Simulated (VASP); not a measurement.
Set up this calculation in VASP 6.6.1, as an ASE script.

```
Task                   : single point
Functional             : PBE
Potentials or basis    : VASP PAW PBE potentials, release 64 (Si)
Cutoff                 : 520 eV
k mesh                 : 8 × 8 × 8
Occupations            : gaussian, width 0.02 eV
Spin                   : no spin polarisation
Further INCAR settings : ALGO = Fast; EDIFF = 1.00e-06
```

Si:

```
CELL_PARAMETERS angstrom
-3.32544 3.32544 1.92239
3.32544 -3.32544 1.92239
3.32544 3.32544 -1.92239
ATOMIC_POSITIONS crystal
Si 0.82120 0.17880 0.00000
Si 0.17880 0.82120 0.00000
Si 0.82120 0.82120 0.64240
Si 0.17880 0.17880 0.35760
```

This isn't the form of Si at room conditions, which is diamond.

One way to write it, as run:

run.py

```python
from ase import Atoms
from ase.calculators.vasp import Vasp
from ase.dft.bandgap import bandgap

atoms = Atoms(
    ['Si', 'Si', 'Si', 'Si'],
    cell=[[-3.32544429, 3.32544429, 1.92238566], [3.32544429, -3.32544429, 1.92238566], [3.32544429, 3.32544429, -1.92238566]],
    scaled_positions=[[0.82119894, 0.17880106, 0.0], [0.17880106, 0.82119894, 0.0], [0.82119894, 0.82119894, 0.64239788], [0.17880106, 0.17880106, 0.35760212]],
    pbc=True,
)
calc = Vasp(
    directory='calc',
    xc='pbe',
    pp='PBE',
    setups='materialsproject',
    prec='Accurate',
    encut=520,
    ediff=1e-06,
    ismear=0,
    sigma=0.02,
    lreal=False,
    lasph=True,
    nelm=100,
    algo='Fast',
    isif=2,
    lwave=False,
    lcharg=False,
    kpts=[8, 8, 8],
    gamma=True,
)
atoms.calc = calc

print('energy (eV):', atoms.get_potential_energy())
print('free energy (eV):', atoms.get_potential_energy(force_consistent=True))
print('forces (eV/A):')
print(atoms.get_forces())
print('stress (eV/A^3, Voigt):', atoms.get_stress())
print('Fermi level (eV):', calc.get_fermi_level())
gap, top, bottom = bandgap(calc)
print('band gap (eV):', gap, 'from (spin, k, band)', top, 'to', bottom)
```

Potentials or basis: VASP PAW PBE potentials, release 64 (Si).

Launch:

```sh
$ python run.py
```

Results of the run:

```
Pressure               : 1.3 GPa
Largest force          : 0.008 eV/Å
Band gap on the k mesh : 0.26 eV, indirect (least direct gap 0.39 eV)
```

Run time: 33 s on 1 thread of Intel(R) Xeon(R) 6975P-C (Granite Rapids) (shared host), peak memory 0.24 GiB.
